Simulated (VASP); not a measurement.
Here is a VASP 6.6.1 calculation.

INCAR

```
  PREC = Accurate
  ENCUT = 520
  EDIFF = 1E-6
  ISMEAR = 0
  SIGMA = 0.02
  LREAL = False
  LASPH = True
  NELM = 60
  ALGO = Normal
  ISIF = 2
  LWAVE = False
  LCHARG = True
  GGA = CA
  LELF = True
  LVHAR = True
  NBANDS = 15
```

KPOINTS

```
Automatic mesh
0
Gamma
  8 8 8
```

POSCAR

```
KF
1.0
    0.0000000000      2.5817196783      2.5817196783
    2.5817196783      0.0000000000      2.5817196783
    2.5817196783      2.5817196783      0.0000000000
K F
1 1
Direct
    0.0000000000      0.0000000000      0.0000000000
    0.5000000000      0.5000000000      0.5000000000
```

Potentials or basis: VASP PAW LDA potentials, release 64 (K_sv, F).

The run is started by

```console
$ cat potpaw_LDA.64/K_sv/POTCAR potpaw_LDA.64/F/POTCAR > POTCAR
$ mpirun -np 1 vasp_std > vasp.out
```

Question: Predict the band gap on the k mesh.

Answer: 6.34 eV, direct.

Question: What does it give for the pressure?

Answer: 0.2 GPa.

A k mesh can miss the band edges. LDA gaps usually lie below the measured ones, often by a third to a half.
